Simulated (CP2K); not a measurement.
Set up this calculation in CP2K 2026.2, as the native input.

```yaml
Task: single point
Functional: PBE
Potentials_or_basis: POTENTIAL_UZH Ti GTH-PBE-q12, O GTH-PBE-q6; TZVP-MOLOPT-PBE-GTH basis
Density_cutoff: 8163 eV
k_mesh: 10 × 10 × 10
Occupations: fermi-dirac, width 0.05 eV
Spin: no spin polarisation
SCF_solver: diagonalisation with k points
Quickstep_method: GPW
EPS_DEFAULT: 1.0E-10
EPS_SCF: 1.0E-6
MAX_SCF: 100
SCF_GUESS: ATOMIC
k_points_reduced_by_the_point_group: yes
Mesh_centred_on_Gamma: yes
CHOLESKY: OFF
EPS_EIGVAL: 1.0E-7
MIXING_METHOD: BROYDEN_MIXING
MIXING_ALPHA: 0.4
NBUFFER: 8
NGRIDS: 4
Basis_sets: Ti TZVP-MOLOPT-PBE-GTH-q12, O TZVP-MOLOPT-PBE-GTH-q6
Potentials: Ti GTH-PBE-q12 of POTENTIAL_UZH, O GTH-PBE-q6 of POTENTIAL_UZH
ADDED_MOS: "[24]"
REL_CUTOFF_Ry: 60 Ry
MIXING_BETA_1/bohr: 1.5 1/bohr
CUTOFF_of_the_grids: 600 Ry
```

The system is TiO2 (Anatase).

```
Ti O
1.0
     5.45820    0.00000    0.00000
     2.83460    4.66444    0.00000
    -4.14640   -2.33222    2.67583
Ti O
2 4
Direct
  0.74925 0.24974 0.49428
  0.00300 0.99677 0.00022
  0.78263 0.79509 0.99737
  0.54145 0.03977 0.50117
  0.95029 0.44987 0.47609
  0.21551 0.20969 0.00559
```

The cell isn't the ideal one: atoms moved at random, drawn with an rms of 0.05 Å.

The input as run:

tio2_scf.inp

```
&GLOBAL
  PROJECT tio2_scf
  RUN_TYPE ENERGY_FORCE
  PRINT_LEVEL LOW
&END GLOBAL
&FORCE_EVAL
  METHOD QS
  STRESS_TENSOR ANALYTICAL
  &DFT
    BASIS_SET_FILE_NAME BASIS_MOLOPT_UZH
    POTENTIAL_FILE_NAME POTENTIAL_UZH
    &MGRID
      CUTOFF 600
      REL_CUTOFF 60
      NGRIDS 4
    &END MGRID
    &QS
      METHOD GPW
      EPS_DEFAULT 1.0E-10
    &END QS
    &KPOINTS
      SCHEME MONKHORST-PACK 10 10 10
      GAMMA_CENTERED T
      SYMMETRY T
      SYMMETRY_BACKEND SPGLIB
    &END KPOINTS
    &SCF
      SCF_GUESS ATOMIC
      EPS_SCF 1.0E-6
      MAX_SCF 100
      ADDED_MOS 24
      CHOLESKY OFF
      EPS_EIGVAL 1.0E-7
      &DIAGONALIZATION ON
        ALGORITHM STANDARD
      &END DIAGONALIZATION
      &MIXING ON
        METHOD BROYDEN_MIXING
        ALPHA 0.4
        BETA 1.5
        NBUFFER 8
      &END MIXING
      &SMEAR ON
        METHOD FERMI_DIRAC
        ELECTRONIC_TEMPERATURE 580.23
      &END SMEAR
    &END SCF
    &XC
      &XC_FUNCTIONAL
        &GGA_X_PBE
        &END GGA_X_PBE
        &GGA_C_PBE
        &END GGA_C_PBE
      &END XC_FUNCTIONAL
    &END XC
    &PRINT
      &KPOINTS ON
      &END KPOINTS
      &MULLIKEN ON
      &END MULLIKEN
      &MO ON
        ENERGIES T
        OCCUPATION_NUMBERS T
        &EACH
          QS_SCF 0
        &END EACH
        ADD_LAST NUMERIC
      &END MO
      &LOWDIN ON
      &END LOWDIN
      &HIRSHFELD ON
        SHAPE_FUNCTION DENSITY
      &END HIRSHFELD
    &END PRINT
  &END DFT
  &SUBSYS
    &CELL
      A 5.4582037439 0.0000000000 0.0000000000
      B 2.8345989259 4.6644439153 0.0000000000
      C -4.1464013349 -2.3322219577 2.6758334814
      PERIODIC XYZ
    &END CELL
    &COORD
      SCALED
      Ti  0.7492480000 0.2497380000 0.4942780000
      Ti  0.0029960000 -0.0032250000 0.0002190000
      O   0.7826300000 0.7950910000 -0.0026270000
      O   0.5414520000 0.0397660000 0.5011680000
      O   0.9502900000 0.4498680000 0.4760920000
      O   0.2155060000 0.2096870000 0.0055930000
    &END COORD
    &KIND Ti
      BASIS_SET TZVP-MOLOPT-PBE-GTH-q12
      POTENTIAL GTH-PBE-q12
    &END KIND
    &KIND O
      BASIS_SET TZVP-MOLOPT-PBE-GTH-q6
      POTENTIAL GTH-PBE-q6
    &END KIND
    &PRINT
      &ATOMIC_COORDINATES ON
      &END ATOMIC_COORDINATES
      &CELL ON
      &END CELL
    &END PRINT
  &END SUBSYS
  &PRINT
    &FORCES ON
    &END FORCES
    &STRESS_TENSOR ON
    &END STRESS_TENSOR
  &END PRINT
&END FORCE_EVAL
```

Potentials or basis: POTENTIAL_UZH Ti GTH-PBE-q12, O GTH-PBE-q6; TZVP-MOLOPT-PBE-GTH basis.

Run with:

```console
$ OMP_NUM_THREADS=1 cp2k.psmp -i tio2_scf.inp -o tio2_scf.out
```

It gave:

* Pressure: 5.1 GPa
* Largest force: 0.885 eV/Å
* Band gap on the k mesh: 1.99 eV, indirect (least direct gap 2.39 eV)
* Mulliken charges: Ti +1.30; O -0.64, -0.66 e
* Hirshfeld charges: Ti +0.58, +0.57; O -0.29 e

Caveat: Mulliken charges move with the basis; the basis of atomic orbitals isn't converged, which shifts pressures, moduli and gaps.

Wall time 13 min on 1 thread of Arm Neoverse N1, on a shared host, peak memory 1.4 GiB.
